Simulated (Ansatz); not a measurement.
Free-standing chains of the atoms of HfN, named by their start (strip: triangular double chain, ladder: square double chain); atoms and period are relaxed, and energies count from relaxed bulk HfN (Fm-3m, 11.40 Å³/atom, gap on the mesh 0.00 eV).

The calculation used Ansatz 0.2.0, DFT PBEsol, scalar-relativistic, plane waves, PAW.

Cutoff 420 eV, Gaussian smearing of 0.05 eV, energies at zero smearing, symmetry of each start kept, collinear spin where a moment is listed.

```tsv
start	atoms	k mesh	excess energy (eV per host atom)	period (Å)	highest filled level or Fermi level under vacuum (eV)	size of the moment (μB per cell)
linear chain	2	1×1×16	3.356	3.918	4.12	0.90
dimerised chain	2	1×1×16	3.356	3.917	4.12	0.90
zigzag chain	2	1×1×18	2.755	3.308	-	0.00
ladder chain	4	1×1×16	1.891	4.161	-	0.09
strip chain*	2	1×1×30	2.758	3.305	-	0.00
```

Zero in every row: gap on the mesh (eV).

* ends far from its start.

Spin-orbit coupling is left out, which matters for the bands of heavy elements.

Each run keeps its start's symmetry and one magnetic start, so lower states can exist. Rows stand on unlike meshes and boxes, so starts that end alike can differ by a few hundredths of an eV per atom.

Cost: 5 runs of about 9.6 core-minutes in all, on Intel Xeon 6975P-C (Granite Rapids) (shared hosts).